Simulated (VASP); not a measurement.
Set up this calculation in VASP 6.6.1, as the native input.

```
Task                   : relaxation of cell and atoms
Functional             : RPBE
Potentials or basis    : VASP PAW PBE potentials, release 64 (Sr_sv, Ti_sv, O)
Cutoff                 : 600 eV
k mesh                 : 8 × 8 × 8
Occupations            : gaussian, width 0.03 eV
Spin                   : no spin polarisation
Further INCAR settings : ALGO = Normal; EDIFF = 1e-06; IBRION = 2; EDIFFG = -0.01; NSW = 90; ISIF = 3
```

The structure of SrTiO3 lies in POSCAR:

```
SrTiO3
1.0
    3.9052800000      0.0000000000      0.0000000000
    0.0000000000      3.9052800000      0.0000000000
    0.0000000000      0.0000000000      3.9052800000
Sr Ti O
1 1 3
Direct
    0.5000000000      0.5000000000      0.5000000000
    0.0000000000      0.0000000000      0.0000000000
    0.5000000000      0.0000000000      0.0000000000
    0.0000000000      0.5000000000      0.0000000000
    0.0000000000      0.0000000000      0.5000000000
```

These files were run (other wordings do the same):

INCAR

```
SYSTEM = SrTiO3
ALGO = Normal ; EDIFF = 1E-6
EDIFFG = -0.01 ; ENCUT = 600
GGA = RP ; IBRION = 2
ISIF = 3 ; ISMEAR = 0
LASPH = .True. ; LCHARG = .False.
LREAL = .False. ; LWAVE = .False.
NELM = 80 ; NSW = 90
PREC = Accurate ; SIGMA = 0.03
```

KPOINTS

```
k-points
0
Gamma
  8 8 8
  0 0 0
```

Potentials or basis: VASP PAW PBE potentials, release 64 (Sr_sv, Ti_sv, O).

Command:

```bash
$ cat potpaw_PBE.64/Sr_sv/POTCAR potpaw_PBE.64/Ti_sv/POTCAR potpaw_PBE.64/O/POTCAR > POTCAR
$ mpirun -np 1 vasp_std > vasp.out
```

Results of the run:

- Relaxed volume: 12.57 Å³/atom
- Relaxed cell: a = 3.976 Å, b = 3.976 Å, c = 3.976 Å, α = 90.00°, β = 90.00°, γ = 90.00°
- Space group after relaxing (to 0.05 Å): Pm-3m (No. 221)
- Energy gained by relaxing: 18.1 meV/atom
- Ionic steps: 3
- Pressure after relaxing: 0.0 GPa
- Band gap on the k mesh: 1.80 eV, indirect (least direct gap 2.17 eV)

Caveat: the PAW data sets were made with another functional, which shifts forces and pressure a little.

Run time: 77 s on 1 thread of Intel(R) Xeon(R) Platinum 8488C (Sapphire Rapids), with other jobs on the host, peak memory 0.22 GiB.
